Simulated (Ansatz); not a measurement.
## NaI: changing the dispersion correction

The cell as given:

The structure is cubic, space group Fm-3m (No. 225). Conventional cell: a = 6.473 Å, b = 6.473 Å, c = 6.473 Å, α = 90.00°, β = 90.00°, γ = 90.00°. I (site symmetry m-3m) is surrounded by 6 Na at 3.24 Å. Na (site symmetry m-3m) is surrounded by 6 I at 3.24 Å.

Kept alike: task relaxation of cell and atoms; functional PBEsol; k mesh 7 × 7 × 7; occupations fermi-dirac, width 0.05 eV; no spin polarisation. Program: Ansatz, Ansatz PAW, cutoff 420 eV. The mesh is that of the run's cell of 2 atoms. No spin-orbit coupling.

| dispersion correction | volume (Å³/atom) |
| --- | --- |
| D3(BJ) | 30.619 |
| D3(BJ)-ATM | 30.846 |
| D4 | 31.959 |
| none | 32.777 |

The relaxations keep at least the cell's symmetry (Fm-3m). Relaxations stop with a little pressure left, so the last digits of a volume or edge aren't settled. All rows use potentials made for PBE.

Task: What does the dispersion correction change here?

Result: The volume runs from 30.619 (D3(BJ)) to 32.777 Å³/atom (none). Against no correction: D3(BJ) -6.6 %; D3(BJ)-ATM -5.9 %; D4 -2.5 %. Dispersion terms mostly attract and so lower the volume; the schemes' coefficients and damping set how far.
